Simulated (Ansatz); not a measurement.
**Cold compression of As (diamond type)**

```yaml
crystal:
  lattice:
    - [0.00000, 3.05368, 3.05368]
    - [3.05368, 0.00000, 3.05368]
    - [3.05368, 3.05368, 0.00000]
  atoms:
    - { symbol: As, position: [0.87500, 0.87500, 0.87500] }
    - { symbol: As, position: [0.12500, 0.12500, 0.12500] }
```

The cell comes from a relaxation on PAW files under the same functional, begun from a prototype that needn't be the stable phase.

Its volume is scaled at fixed shape and fractional positions.

All numbers are PBE results (scalar-relativistic) from Ansatz 0.2.0, with a Γ-centred 13×13×13 k mesh, Fermi–Dirac smearing of 0.08 eV, no spin polarisation. Methods: LAPW: all electrons, basis error target 1 meV/atom; PAW: frozen-core files, cutoff 420 eV; crystal datasets: all electrons, by PAW datasets that the program makes for each cell; norm-conserving: pseudopotentials, cutoff 1143 eV; PAW (cutoff 800 eV): frozen-core files, cutoff 800 eV.

Energies are extrapolated to zero smearing and count from the unscaled cell; pressure is positive in compression; gaps take the mesh and a band path. No temperature or zero-point motion is included.

```
V/V0  V (Å³/atom)  P LAPW (GPa)  ΔE LAPW (eV/atom)  P PAW − LAPW (GPa)  ΔE PAW − LAPW (meV/atom)
1.00        28.48          0.02              0.000               -0.01                       0.0
0.90        25.63          6.01              0.049               -0.02                      -0.2
0.80        22.78         15.84              0.237               -0.01                      -0.4
0.70        19.93          32.0              0.650                0.01                      -0.4
0.60        17.09             ?                  ?                   ?                         ?
0.50        14.24         119.9              2.996                0.24                       2.7
0.40        11.39         259.7              6.185                0.51                      10.0
```

Problem. Fit the Vinet equation to the LAPW pressures shown (residuals weighted by 1/(|P| + 0.03·Pmax)), and predict the pressure of the withheld row.

Solution. The fit gives V0 = 28.56 Å³/atom, B0 = 41.1 GPa and B0′ = 4.61. At 17.09 Å³/atom, x = (V/V0)^(1/3) = 0.8426, and P = 3·B0·(1 − x)/x²·exp[1.5·(B0′ − 1)·(1 − x)] = 64.2 GPa. The run itself gave 61.4 GPa (+4.6 % off) and ΔE = 1.451 eV/atom.

Problem. From the table, what is the rise of the enthalpy H = E + pV up to the last row, and how stiff is the crystal between the last two rows?

Solution. ΔH = 6.185 eV + (259.7 GPa × 11.39 Å³ − 0.02 GPa × 28.48 Å³) × 0.006242 eV/(GPa·Å³) = 24.65 eV/atom, of which pV makes 75 %. The mean bulk modulus there is −ΔP/Δln V = 627 GPa.

Problem. At the smallest volume, how far do crystal datasets and norm-conserving and PAW (cutoff 800 eV) lie from LAPW in pressure?

Solution. crystal datasets: 0.00 GPa; norm-conserving: +0.27 GPa; PAW (cutoff 800 eV): +0.47 GPa, on a LAPW pressure of 259.7 GPa.
